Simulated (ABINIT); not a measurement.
## AlAs (F-43m): G0W0 in ABINIT against the screening cutoff in the self-energy

How does the gap of AlAs (F-43m) converge in the screening cutoff in the self-energy?

Method: LDA and many-body steps on it, plane waves, in ABINIT 10.8.3.

**1. Starting point**

The structure is cubic, space group F-43m (No. 216). The conventional cell has a = 5.661 Å, b = 5.661 Å, c = 5.661 Å, α = 90.00°, β = 90.00°, γ = 90.00°. Nearest to Al lie 4 As at 2.45 Å. Nearest to As lie 4 Al at 2.45 Å. Farther neighbours are not listed.

As a file:

```cif
data_structure
_symmetry_space_group_name_H-M 'P 1'
_symmetry_Int_Tables_number 1
_cell_length_a 4.0028
_cell_length_b 4.0028
_cell_length_c 4.0028
_cell_angle_alpha 60.000
_cell_angle_beta 60.000
_cell_angle_gamma 60.000
_cell_volume 45.35
loop_
_atom_site_label
_atom_site_type_symbol
_atom_site_fract_x
_atom_site_fract_y
_atom_site_fract_z
_atom_site_occupancy
Al1 Al 0.00000 0.00000 0.00000 1
As2 As 0.25000 0.25000 0.25000 1
```

The cell and positions come from the Crystallography Open Database and are kept as given unless a step says otherwise.

**2. Screening, 4×4×4 mesh, 82 bands, screening to 176.9 eV**

This step: ABINIT 10.8.3; RPA screening on LDA, plane waves, norm-conserving pseudopotentials.

The RPA dielectric matrix is built and inverted for each q.

run.abi reads:

```
acell 3*1.0 Angstrom
rprim 
  0.000000000000 2.830400000000 2.830400000000
  2.830400000000 0.000000000000 2.830400000000
  2.830400000000 2.830400000000 -0.000000000000
ntypat 2
znucl 13 33
natom 2
typat 1 2
xred 
  0.000000000000 0.000000000000 0.000000000000
  0.250000000000 0.250000000000 0.250000000000
pp_dirpath "pseudos"
pseudos "Al.upf, As.upf"
ecut 34
ngkpt 4 4 4
nshiftk 1
shiftk 0 0 0
kptopt 1
chksymbreak 0
istwfk *1
occopt 1
irdwfk 1
optdriver 3
nband 82
ecuteps 6.5
inclvkb 2
awtr 1
symchi 1
indata_prefix "in"
outdata_prefix "out"
tmpdata_prefix "tmp"
```

The run is started by

```sh
$ OMP_NUM_THREADS=1 mpirun -n 4 abinit run.abi > log
```

What it wrote:

```text
.Version 10.8.3 of ABINIT. v10.8.2 released Aug 2026.

 Symmetries : space group F-4 3 m (#216); Bravais cF (face-center cubic)
[... echo of the input left out ...]
== DATASET  1 ==================================================================
-   mpi_nproc: 4, omp_nthreads: 1 (-1 if OMP is not activated)

--- !DatasetInfo
iteration_state: {dtset: 1, }
dimensions: {natom: 2, nkpt: 8, mband: 82, nsppol: 1, nspinor: 1, nspden: 1, mpw: 2914, }
cutoff_energies: {ecut:  34.0, pawecutdg:  -1.0, }
electrons: {nelect:   1.80000000E+01, charge:   0.00000000E+00, occopt:   1.00000000E+00, tsmear:   1.00000000E-02, }

 SCREENING: Calculation of the susceptibility and dielectric matrices

 Based on a program developped by R.W. Godby, V. Olevano, G. Onida, and L. Reining.
 Incorporated in ABINIT by V. Olevano, G.-M. Rignanese, and M. Torrent.
.Using double precision arithmetic ; gwpc =  8

[... cell and pseudopotentials left out ...]
--------------------------------------------------------------------------------

 ==== K-mesh for the wavefunctions ====
 Number of points in the irreducible wedge :     8
[... list of points left out ...]
 Together with 24 symmetry operations and time-reversal symmetry
 yields    64 points in the full Brillouin Zone.

 ==== Q-mesh for the screening function ====
 Number of points in the irreducible wedge :     8
[... list of points left out ...]
 Together with 24 symmetry operations and time-reversal symmetry
 yields    64 points in the full Brillouin Zone.

 setmesh: FFT mesh size selected  =    30x   30x   30
          total number of points  =        27000

 vcoul_init : cutoff-mode = AUXILIARY_FUNCTION
 q-points for optical limit:   1
     1)      0.000010    0.000020    0.000030

- screening: taking advantage of time-reversal symmetry
- Maximum band index for partially occupied states nbvw = 9
- Remaining bands to be divided among processors   nbcw = 73
- Number of bands treated by each node ~18

 Number of electrons calculated from density =   18.0000; Expected =   18.0000
 average of density, n =  0.058817
 r_s =    1.5952
 omega_plasma =   23.3941 [eV]

 calculating chi0 at frequencies [eV] :
  1    0.000000E+00    0.000000E+00
  2    0.000000E+00    2.339413E+01

--------------------------------------------------------------------------------
  q-point number  1        q = ( 0.000000, 0.000000, 0.000000) [r.l.u.]
--------------------------------------------------------------------------------
[... chi0 elements left out ...]
 For q-point:  0.000010 0.000020 0.000030
  dielectric constant =  15.8101
  dielectric constant without local fields =  17.6877

  Average fulfillment of the sum rule on Im[epsilon] for q-point    1 :     56.45  [%]
[... wings left out ...]
  q-point number  2        q = ( 0.250000, 0.000000, 0.000000) [r.l.u.]
--------------------------------------------------------------------------------
[... chi0 elements left out ...]
  Average fulfillment of the sum rule on Im[epsilon] for q-point    2 :     66.13  [%]

 [... 6 further q-points ...]
```

Run time: 21 s. Hardware: 4 MPI ranks of Arm Neoverse V1, shared host; peak memory 0.7 GiB; 83 s of CPU time.

Numbers from this step:

* ε∞ with local fields, on this mesh, along the program's q direction: 15.81
* the same without local fields: 17.69
* plasma frequency: 23.39 eV
* plane waves in the screening matrix: 259

Local fields lower ε∞ by 11 %. On a Γ-centred mesh this coarse the value itself is usually too large, while a short band sum pulls it down.

**3. 0.7 Ha**

This step: G0W0 on LDA, plane waves, norm-conserving pseudopotentials.

run.abi, as its differences from that of step 2:

```diff
@@ -23,8 +23,17 @@
 irdwfk 1
-optdriver 3
+optdriver 4
 nband 82
-ecuteps 6.5
-inclvkb 2
-awtr 1
-symchi 1
+gwcalctyp 0
+ecutsigx 34
+symsigma 1
+nkptgw 2
+kptgw 
+  0.0000000000 0.0000000000 0.0000000000
+  0.5000000000 0.5000000000 0.0000000000
+bdgw 
+  7 13
+  8 11
+ecuteps 0.7
+irdscr 1
+ppmodel 1
 indata_prefix "in"
```

What it wrote:

```text
.Version 10.8.3 of ABINIT. v10.8.2 released Aug 2026.

 Symmetries : space group F-4 3 m (#216); Bravais cF (face-center cubic)
[... echo of the input left out ...]
== DATASET  1 ==================================================================
-   mpi_nproc: 4, omp_nthreads: 1 (-1 if OMP is not activated)

--- !DatasetInfo
iteration_state: {dtset: 1, }
dimensions: {natom: 2, nkpt: 8, mband: 82, nsppol: 1, nspinor: 1, nspden: 1, mpw: 2914, }
cutoff_energies: {ecut:  34.0, pawecutdg:  -1.0, }
electrons: {nelect:   1.80000000E+01, charge:   0.00000000E+00, occopt:   1.00000000E+00, tsmear:   1.00000000E-02, }

 SIGMA: Calculation of the GW corrections

 Based on a program developped by R.W. Godby, V. Olevano, G. Onida, and L. Reining.
 Incorporated in ABINIT by V. Olevano, G.-M. Rignanese, and M. Torrent.
.Using double precision arithmetic ; gwpc =  8

[... cell and pseudopotentials left out ...]
--------------------------------------------------------------------------------

 ==== K-mesh for the wavefunctions ====
 Number of points in the irreducible wedge :     8
[... list of points left out ...]
 Together with 24 symmetry operations and time-reversal symmetry
 yields    64 points in the full Brillouin Zone.

 ==== Q-mesh for screening function ====
 Number of points in the irreducible wedge :     8
[... list of points left out ...]
 Together with 24 symmetry operations and time-reversal symmetry
 yields    64 points in the full Brillouin Zone.

 vcoul_init : cutoff-mode = AUXILIARY_FUNCTION
 q-points for optical limit:   1
     1)      0.000010    0.000020    0.000030
 setmesh: FFT mesh size selected  =    40x   40x   40
          total number of points  =        64000

 Number of electrons calculated from density =   18.0000; Expected =   18.0000
 average of density, n =  0.058817
 r_s =    1.5952
 omega_plasma =   23.3941 [eV]

 === KS Band Gaps ===
  >>>> For spin  1
   Minimum direct gap =   1.8347 [eV], located at k-point      :   0.0000  0.0000  0.0000
   Fundamental gap    =   1.3509 [eV], Top of valence bands at :   0.0000  0.0000  0.0000
                                       Bottom of conduction at :   0.5000  0.5000  0.0000
 SIGMA fundamental parameters:
 PLASMON POLE MODEL  1
 number of plane-waves for SigmaX                 2891
 number of plane-waves for SigmaC and W             15
 number of plane-waves for wavefunctions          2891
 number of bands                                    82
 number of independent spin polarizations            1
 number of spinorial components                      1
 number of k-points in IBZ                           8
 number of q-points in IBZ                           8
 number of symmetry operations                      24
 number of k-points in BZ                           64
 number of q-points in BZ                           64
 number of frequencies for dSigma/dE                 9
 frequency step for dSigma/dE [eV]                0.25
 number of omega for Sigma on real axis              0
 max omega for Sigma on real axis  [eV]           0.00
 zcut for avoiding poles [eV]                     0.10

 EPSILON^-1 parameters (SCR file):
 dimension of the eps^-1 matrix on file            259
 dimension of the eps^-1 matrix used                15
 number of plane-waves for wavefunctions          2891
 number of bands                                    82
 number of q-points in IBZ                           8
 number of frequencies                               2
 number of real frequencies                          1
 number of imag frequencies                          1

 matrix elements of self-energy operator (all in [eV])

 Perturbative Calculation

--- !SelfEnergy_ee
iteration_state: {dtset: 1, }
kpoint     : [   0.000,    0.000,    0.000, ]
spin       : 1
KS_gap     :    1.835
QP_gap     :    2.760
Delta_QP_KS:    0.925
data: !SigmaeeData |
     Band     E0 <VxcDFT>   SigX SigC(E0)      Z dSigC/dE  Sig(E)    E-E0       E
        7   3.709 -12.770 -15.317   2.014   0.798  -0.253 -13.195  -0.425   3.284
        8   3.709 -12.770 -15.317   2.014   0.798  -0.253 -13.195  -0.425   3.284
        9   3.709 -12.770 -15.317   2.014   0.798  -0.253 -13.195  -0.425   3.284
       10   5.544 -11.842  -7.656  -3.564   0.803  -0.245 -11.342   0.500   6.044
       11   7.973  -9.499  -4.835  -3.949   0.793  -0.261  -8.932   0.567   8.539
       12   7.973  -9.499  -4.835  -3.949   0.793  -0.261  -8.932   0.567   8.539
       13   7.973  -9.499  -4.835  -3.949   0.793  -0.261  -8.932   0.567   8.539

--- !SelfEnergy_ee
iteration_state: {dtset: 1, }
kpoint     : [   0.500,    0.500,    0.000, ]
spin       : 1
KS_gap     :    3.523
QP_gap     :    4.362
Delta_QP_KS:    0.839
data: !SigmaeeData |
     Band     E0 <VxcDFT>   SigX SigC(E0)      Z dSigC/dE  Sig(E)    E-E0       E
        8   1.536 -11.442 -14.619   2.511   0.783  -0.278 -11.963  -0.521   1.015
        9   1.536 -11.442 -14.619   2.511   0.783  -0.278 -11.963  -0.521   1.015
       10   5.060  -8.534  -4.576  -3.563   0.805  -0.242  -8.216   0.318   5.377
       11   5.922  -9.156  -5.076  -3.482   0.805  -0.243  -8.674   0.481   6.403

== END DATASET(S) ==============================================================
================================================================================

 -outvars: echo values of variables after computation  --------
           etotal      0.0000000000E+00
            nband          82
             nkpt           8
          spgroup         216
 [... the other variables as echoed above ...]

 Calculation completed.
```

The job ended after 3.2 s (4 MPI ranks; peak memory 0.45 GiB).

This step gave:

- G0W0 gap on the points computed: 2.093 eV
- starting gap on the mesh: 1.351 eV
- k of the valence top: 0, 0, 0
- k of the conduction bottom: 0.5, 0.5, 0
- Z at the valence top: 0.798
- Z at the conduction bottom: 0.805
- least direct G0W0 gap on the computed points: 2.76 eV

**4. 1.3 Ha**

run.abi, as its differences from that of step 3:

```diff
@@ -35,3 +35,3 @@
   8 11
-ecuteps 0.7
+ecuteps 1.3
 irdscr 1
```

What it wrote:

```text
.Version 10.8.3 of ABINIT. v10.8.2 released Aug 2026.

 Symmetries : space group F-4 3 m (#216); Bravais cF (face-center cubic)
[... echo of the input left out ...]
== DATASET  1 ==================================================================
-   mpi_nproc: 4, omp_nthreads: 1 (-1 if OMP is not activated)

--- !DatasetInfo
iteration_state: {dtset: 1, }
dimensions: {natom: 2, nkpt: 8, mband: 82, nsppol: 1, nspinor: 1, nspden: 1, mpw: 2914, }
cutoff_energies: {ecut:  34.0, pawecutdg:  -1.0, }
electrons: {nelect:   1.80000000E+01, charge:   0.00000000E+00, occopt:   1.00000000E+00, tsmear:   1.00000000E-02, }

 SIGMA: Calculation of the GW corrections

 Based on a program developped by R.W. Godby, V. Olevano, G. Onida, and L. Reining.
 Incorporated in ABINIT by V. Olevano, G.-M. Rignanese, and M. Torrent.
.Using double precision arithmetic ; gwpc =  8

[... cell and pseudopotentials left out ...]
--------------------------------------------------------------------------------

 ==== K-mesh for the wavefunctions ====
 Number of points in the irreducible wedge :     8
[... list of points left out ...]
 Together with 24 symmetry operations and time-reversal symmetry
 yields    64 points in the full Brillouin Zone.

 ==== Q-mesh for screening function ====
 Number of points in the irreducible wedge :     8
[... list of points left out ...]
 Together with 24 symmetry operations and time-reversal symmetry
 yields    64 points in the full Brillouin Zone.

 vcoul_init : cutoff-mode = AUXILIARY_FUNCTION
 q-points for optical limit:   1
     1)      0.000010    0.000020    0.000030
 setmesh: FFT mesh size selected  =    40x   40x   40
          total number of points  =        64000

 Number of electrons calculated from density =   18.0000; Expected =   18.0000
[...]
number of omega for Sigma on real axis              0
 max omega for Sigma on real axis  [eV]           0.00
 zcut for avoiding poles [eV]                     0.10

 EPSILON^-1 parameters (SCR file):
 dimension of the eps^-1 matrix on file            259
 dimension of the eps^-1 matrix used                15
 number of plane-waves for wavefunctions          2891
 number of bands                                    82
 number of q-points in IBZ                           8
 number of frequencies                               2
 number of real frequencies                          1
 number of imag frequencies                          1

 matrix elements of self-energy operator (all in [eV])

 Perturbative Calculation

--- !SelfEnergy_ee
iteration_state: {dtset: 1, }
kpoint     : [   0.000,    0.000,    0.000, ]
spin       : 1
KS_gap     :    1.835
QP_gap     :    2.760
Delta_QP_KS:    0.925
data: !SigmaeeData |
     Band     E0 <VxcDFT>   SigX SigC(E0)      Z dSigC/dE  Sig(E)    E-E0       E
        7   3.709 -12.770 -15.317   2.014   0.798  -0.253 -13.195  -0.425   3.284
        8   3.709 -12.770 -15.317   2.014   0.798  -0.253 -13.195  -0.425   3.284
        9   3.709 -12.770 -15.317   2.014   0.798  -0.253 -13.195  -0.425   3.284
[...]
--- !SelfEnergy_ee
iteration_state: {dtset: 1, }
kpoint     : [   0.500,    0.500,    0.000, ]
spin       : 1
KS_gap     :    3.523
QP_gap     :    4.362
Delta_QP_KS:    0.839
data: !SigmaeeData |
     Band     E0 <VxcDFT>   SigX SigC(E0)      Z dSigC/dE  Sig(E)    E-E0       E
[...]
10   5.060  -8.534  -4.576  -3.563   0.805  -0.242  -8.216   0.318   5.377
       11   5.922  -9.156  -5.076  -3.482   0.805  -0.243  -8.674   0.481   6.403

== END DATASET(S) ==============================================================
================================================================================

 -outvars: echo values of variables after computation  --------
           etotal      0.0000000000E+00
            nband          82
             nkpt           8
          spgroup         216
 [... the other variables as echoed above ...]

 Calculation completed.
```

It took 3.2 s on 4 MPI ranks; peak memory 0.45 GiB; 13 s of CPU time.

This step gave:

```yaml
g0w0_gap_on_the_points_computed: 2.093 eV
starting_gap_on_the_mesh: 1.351 eV
k_of_the_valence_top: 0, 0, 0
k_of_the_conduction_bottom: 0.5, 0.5, 0
z_at_the_valence_top: 0.798
z_at_the_conduction_bottom: 0.805
least_direct_g0w0_gap_on_the_computed_points: 2.76 eV
```

**5. 2.3 Ha**

The self-energy is evaluated for the states that the input lists, and the levels follow from it, in one-shot runs by the linearised quasiparticle equation.

run.abi, as its differences from that of step 4:

```diff
@@ -35,3 +35,3 @@
   8 11
-ecuteps 1.3
+ecuteps 2.3
 irdscr 1
```

What it wrote:

```text
.Version 10.8.3 of ABINIT. v10.8.2 released Aug 2026.

 Symmetries : space group F-4 3 m (#216); Bravais cF (face-center cubic)
[... echo of the input left out ...]
== DATASET  1 ==================================================================
-   mpi_nproc: 4, omp_nthreads: 1 (-1 if OMP is not activated)

--- !DatasetInfo
iteration_state: {dtset: 1, }
dimensions: {natom: 2, nkpt: 8, mband: 82, nsppol: 1, nspinor: 1, nspden: 1, mpw: 2914, }
cutoff_energies: {ecut:  34.0, pawecutdg:  -1.0, }
[...]
Band     E0 <VxcDFT>   SigX SigC(E0)      Z dSigC/dE  Sig(E)    E-E0       E
[...]
10   5.060  -8.534  -4.576  -3.720   0.800  -0.249  -8.344   0.190   5.250
       11   5.922  -9.156  -5.076  -3.719   0.798  -0.253  -8.867   0.288   6.210

== END DATASET(S) ==============================================================
================================================================================

 -outvars: echo values of variables after computation  --------
           etotal      0.0000000000E+00
            nband          82
             nkpt           8
          spgroup         216
 [... the other variables as echoed above ...]

 Calculation completed.
```

The job ended after 3.5 s (4 MPI ranks; peak memory 0.48 GiB).

Numbers from this step:

```yaml
g0w0_gap_on_the_points_computed: 2.22 eV
starting_gap_on_the_mesh: 1.351 eV
k_of_the_valence_top: 0, 0, 0
k_of_the_conduction_bottom: 0.5, 0.5, 0
least_direct_g0w0_gap_on_the_computed_points: 2.865 eV
```

The gap on the mesh goes from 1.35 eV to 2.22 eV, a correction of +0.87 eV.

(Part 1 of 2 ends here.)

[Paths, hosts, dates, memory and timing lines, banners, echoed tables and standing remarks are left out of the program output.]

[Logs are printed without paths, hosts, clocks, repeated set-up lines and the standing remarks that a program may print on its own settings, such as how far it seeks lower states.]

[Runs of the session that timed out or met a known fault of the program may be left out.]

[Hosts, paths, dates, database ids (printed as entryN), source tags and the programs' standing remarks are cut or masked in the printed files.]

[G0W0 gaps are taken among the corrected bands and points alone; a level outside them can change the order at an edge.]

[Where Ansatz stands beside ABINIT at settings called matched, ABINIT's density can come from a denser mesh and the files from another edition; pairs whose starting gaps differed by over 0.03 eV were left out, so agreement reads better than it is.]
